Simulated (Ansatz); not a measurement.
EuO (rocksalt structure)

Method: PBE with spin–orbit coupling; two-component spinors; PAW, 420 eV, 12×12×12 k-mesh, Gaussian smearing of 0.05 eV; code Ansatz; PAW files: Ansatz's generated set soft_2.

```yaml
crystal:
  lattice:
    - [0.00000, 2.52711, 2.52711]
    - [2.52711, 0.00000, 2.52711]
    - [2.52711, 2.52711, 0.00000]
  atoms:
    - { symbol: Eu, position: [0.50000, 0.50000, 0.50000] }
    - { symbol: O, position: [0.00000, 0.00000, 0.00000] }
```

The start was a prototype's sites filled with these elements; the Crystallography Open Database holds the compound in this structure.

Magnetic state: ferromagnetic, site spin moments Eu 6.34; O 0.07 μB, along [001] (Cartesian), which lowers the symmetry.

Which orbitals carry the states at the Fermi level, and how many states are there?

Within 0.1 eV of it: Eu 4f 85 %, Eu 5d 10 % (shares among the projected shells). The Fermi level sits on a steep edge: the density of states is 3.3, 1.0 and 0.6 states/eV per cell at −0.1, 0 and +0.1 eV.

Density of states (tetrahedra, averaged over 0.3 eV; states/eV per cell of 2 atoms; energy in eV from the Fermi level; projections on Löwdin-orthogonalised atomic orbitals, summed over sites):

```csv
E,total,O 2p,Eu 4f j=7/2,Eu 4f j=5/2,Eu 5d,Eu 6s
-6.40,0.0,0.0,0.0,0.0,0.0,0.0
-6.10,0.3,0.2,0.0,0.0,0.1,0.0
-5.80,1.0,0.6,0.0,0.0,0.2,0.1
-5.50,1.9,1.3,0.0,0.0,0.3,0.1
-5.20,2.4,1.8,0.0,0.0,0.4,0.1
-4.90,4.0,3.1,0.0,0.0,0.7,0.1
-4.60,3.8,3.0,0.1,0.0,0.5,0.0
-4.30,4.4,3.6,0.1,0.1,0.4,0.0
-4.00,2.3,2.0,0.0,0.0,0.1,0.0
-3.70,0.1,0.0,0.0,0.0,0.0,0.0
-3.40,0.0,0.0,0.0,0.0,0.0,0.0
-3.10,0.0,0.0,0.0,0.0,0.0,0.0
-2.80,0.0,0.0,0.0,0.0,0.0,0.0
-2.50,0.0,0.0,0.0,0.0,0.0,0.0
-2.20,0.0,0.0,0.0,0.0,0.0,0.0
-1.90,0.0,0.0,0.0,0.0,0.0,0.0
-1.60,0.0,0.0,0.0,0.0,0.0,0.0
-1.30,0.2,0.0,0.0,0.0,0.1,0.0
-1.00,1.5,0.0,0.4,0.8,0.3,0.0
-0.70,7.3,0.0,2.0,5.1,0.2,0.0
-0.40,9.6,0.1,5.6,3.8,0.2,0.0
-0.10,4.9,0.1,3.6,0.9,0.2,0.0
0.20,0.5,0.0,0.2,0.1,0.2,0.0
0.50,0.5,0.0,0.1,0.0,0.3,0.0
0.80,0.6,0.1,0.1,0.0,0.4,0.0
1.10,0.7,0.1,0.1,0.0,0.5,0.0
1.40,1.0,0.1,0.1,0.0,0.7,0.0
1.70,1.2,0.1,0.1,0.1,0.8,0.1
2.00,1.4,0.2,0.1,0.1,0.9,0.1
2.30,1.1,0.2,0.1,0.0,0.7,0.1
2.60,1.1,0.1,0.1,0.1,0.7,0.1
2.90,1.5,0.2,0.1,0.1,0.9,0.1
3.20,1.8,0.2,0.2,0.2,1.1,0.1
3.50,2.6,0.2,0.5,0.6,1.1,0.2
3.80,4.8,0.1,1.6,2.0,0.8,0.1
4.10,6.3,0.1,2.8,2.6,0.7,0.0
```

Formal charges Eu²⁺, O²⁻ leave Eu²⁺ with an open 4f⁷ shell. Exchange should fill one spin channel of a half-filled shell and leave an insulator, so a metal points to the functional or the structure. The run still finds no gap: within 0.1 eV of the Fermi level the projected states are 85 % Eu 4f, 10 % Eu 5d.

Of the 6.78 f electrons on Eu, 3.24 have j = 5/2 and 3.54 have j = 7/2, a share of 48 % in j = 5/2. Without spin–orbit coupling the share would be 6/14 = 43 %, in the jj limit 88 %, so the shell stands 11 % of the way to jj coupling; exchange, which aligns spins across both levels, holds it back.

Hund's first rule gives Eu²⁺ with 7 f electrons 7 unpaired spins, a spin moment of 7 μB; the run has 6.34 μB on Eu (Gaussian weights of 0.5 Å) and 6.78 f electrons on orthogonalised orbitals. The moment is close to the ion's, so in this run the shell is localised and nearly fully polarised.

Without a U the 4f levels of Eu lie too near the Fermi level, so their share of the states there, and what hangs on it, is overstated. Site moments are of spin, integrated over Gaussian weights of 0.5 Å, which gives about a tenth less on f atoms than spheres do. Only parallel moments were tried, so the real magnetic order may be another.

On the Eu 4f shell the spin moment is 6.64 μB and the orbital moment 0.29 μB, opposed to it, 6.35 μB net (projected on atomic orbitals, along the moments' axis). The relaxed cell is 5 % smaller in volume than the cell of this structure in the Crystallography Open Database (17.01 Å³/atom, 1963).
